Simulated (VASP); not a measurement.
InAs:

```
In As
1.0
     0.00000    3.01800    3.01800
     3.01800    0.00000    3.01800
     3.01800    3.01800    0.00000
In As
1 1
Direct
  0.00000 0.00000 0.00000
  0.75000 0.75000 0.75000
```

* Program: VASP 6.6.1
* Task: relaxation of cell and atoms
* Functional: PBE
* Dispersion: D3(BJ)
* Potentials or basis: VASP PAW PBE potentials, release 64 (In_d, As)
* Cutoff: 600 eV
* k mesh: 8 × 8 × 8
* Occupations: fermi-dirac, width 0.05 eV
* Spin: no spin polarisation

At the start: pressure 2.3 GPa; volume 27.49 Å³/atom.

Q: Where does the relaxation end?

A: Over 3 steps the energy falls by 7.4 meV/atom and the volume is 28.57 Å³/atom (+3.9 %); space group F-43m (No. 216, to 0.05 Å).

The path:
```tsv
step	energy change (eV)	largest force (eV/Å)	pressure (GPa)	volume (Å³)
1	0.0000	0.0000	2.31	54.98
2	-0.0117	0.0000	-0.92	58.19
3	-0.0149	0.0000	0.02	57.13
```

Final structure:
```
CELL_PARAMETERS angstrom
0.00000 3.05693 3.05693
3.05693 0.00000 3.05693
3.05693 3.05693 0.00000
ATOMIC_POSITIONS crystal
In 0.00000 0.00000 0.00000
As 0.75000 0.75000 0.75000
```

Caveat: pairwise dispersion overbinds metals, which lowers pressure and volume.
